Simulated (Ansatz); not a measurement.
# Elastic constants of CaS at 0.5 GPa (stress–strain coefficients): input and output

Method: Ansatz 0.2.0, DFT PBE, scalar-relativistic, plane waves, PAW.

Launched with:
```bash
ansatz run input.yaml --threads 1 --pin off --max-ram 1228MiB --backend cpu --events-out ev --progress --plain --runs-dir out
```

Input (bare energies are in eV):
```yaml
crystal:
  lattice:
    - [0.0, 2.8478, 2.8478]
    - [2.8478, 0.0, 2.8478]
    - [2.8478, 2.8478, 0.0]
  atoms:
    - { symbol: Ca, position: [0.0, 0.0, 0.0] }
    - { symbol: S, position: [0.5, 0.5, 0.5] }
basis:
  ecutwfc: 420
kpoints:
  mp_grid: { grid: [8, 8, 8] }
hamiltonian:
  xc: pbe
scf:
  occupations: { method: fixed }
output:
  forces: true
  stress: true
  eigenvalues: true
elastic:
  mode: relaxed_ion
  stencil: two_point
```

From the output:
```
--- Elastic constants: 2 strain directions × 2 members + reference (group order 48) ---
  dense FFT box of the reference and of every strained cell: 27×27×27
  strains applied: 11, 23; error gains: componentwise 1.00 (the most a stress slope's error grows in a printed constant), spectral 1.73 (1 for all six strains in a standard setting)
  C = ∂σ_k/∂η_j (tension-positive GPa; Voigt order 11 22 33 23 13 12):
       128.201     24.423     24.423     -0.000     -0.000      0.000
        24.423    128.201     24.423      0.000     -0.000     -0.000
        24.423     24.423    128.201     -0.000      0.000      0.000
        -0.000      0.000      0.000     33.698      0.000     -0.000
        -0.000      0.000     -0.000     -0.000     33.698      0.000
         0.000     -0.000      0.000     -0.000     -0.000     33.698
  reference stress σ⁰ (GPa):     -0.493     -0.493     -0.493     -0.000      0.000     -0.000
  C* (energy form; C + prestress term) asymmetry max|C*_kj − C*_jk| = 1.066e-14 GPa — a small one proves nothing (zero by symmetry where the batch's group is 432, −43m or m−3m); a large one is finite-difference/SCF noise where every solve ...
  moduli (Voigt/Reuss/Hill, GPa): K = 59.02/59.02/59.02   G = 40.97/39.19/40.08   E = 98.05   ν = 0.223
  mechanically stable: yes (min eigenvalue of sym C = 33.70 GPa)
  strain η (Voigt 11):  stress-route row diagonal C_11 = 128.20 GPa, energy-path curvature d²(F+E_count+ΔE)/dδ²/Ω₀ = 128.19 GPa
         δ    σ_11 (GPa) F (eV) n_scf n_hpsi n_pw
    -2.000e-3      -0.7532       -2723.2611139       7   13726    934   relax 0 steps, max|allowed force component| 7.49e-30 eV/Å
     2.000e-3      -0.2404       -2723.2616847       6   11606    934   relax 0 steps, max|allowed force component| 7.40e-31 eV/Å
  strain η (Voigt 23):  stress-route row diagonal C_44 = 33.70 GPa, energy-path curvature d²(F+E_count+ΔE)/dδ²/Ω₀ = 33.94 GPa
         δ    σ_23 (GPa) F (eV) n_scf n_hpsi n_pw
    -2.000e-3      -0.0674       -2723.2614536       7   20974    934   relax 0 steps, max|allowed force component| 2.76e-30 eV/Å
     2.000e-3       0.0674       -2723.2614536       7   20277    934   relax 0 steps, max|allowed force component| 1.58e-30 eV/Å
```

The cell is the ideal cubic rocksalt prototype.